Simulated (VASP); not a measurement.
A run of VASP 6.6.1:

POSCAR

```
KBr
1.0
    0.0000000000      3.3022478201      3.4511791968
    3.3022478201      0.0000000000      3.4511791968
    3.3022478201      3.3022478201      0.0000000000
K Br
1 1
Direct
    0.0000000000      0.0000000000      0.0000000000
    0.5000000000      0.5000000000      0.5000000000
```

Contents of INCAR.step1:

```
PREC = Accurate ; ENCUT = 520
ISMEAR = 0 ; SIGMA = 0.01
LREAL = F ; LASPH = T
NELM = 100 ; NBANDS = 15
GGA = PE ; ALGO = Normal
EDIFF = 1E-4 ; LWAVE = T
LCHARG = F
```

File INCAR.step2:

```
PREC = Accurate ; ENCUT = 520
EDIFF = 1E-6 ; ISMEAR = 0
SIGMA = 0.01 ; LREAL = F
LASPH = T ; NELM = 100
ALGO = Normal ; ISIF = 2
LWAVE = F ; LCHARG = F
METAGGA = R2SCAN ; LMIXTAU = T
NBANDS = 15 ; ISTART = 1
```

The input KPOINTS:

```
Automatic mesh
0
Gamma
  6 6 6
```

Potentials or basis: VASP PAW PBE potentials, release 64 (K_sv, Br).

Launch:

```sh
$ cat potpaw_PBE.64/K_sv/POTCAR potpaw_PBE.64/Br/POTCAR > POTCAR
$ cp INCAR.step1 INCAR
$ mpirun -np 1 vasp_std > vasp.out
$ cp INCAR.step2 INCAR
$ mpirun -np 1 vasp_std > vasp.out
```

Hardware: 1 thread of Intel(R) Xeon(R) Platinum 8559C (Emerald Rapids), with other jobs on the host.

Task: How long does it take, and how much memory?

Result: Wall time 2.3 min on 1 thread of Intel(R) Xeon(R) Platinum 8559C (Emerald Rapids), with other jobs on the host, peak memory 0.22 GiB. Counts: scf iterations 12, k points 30.
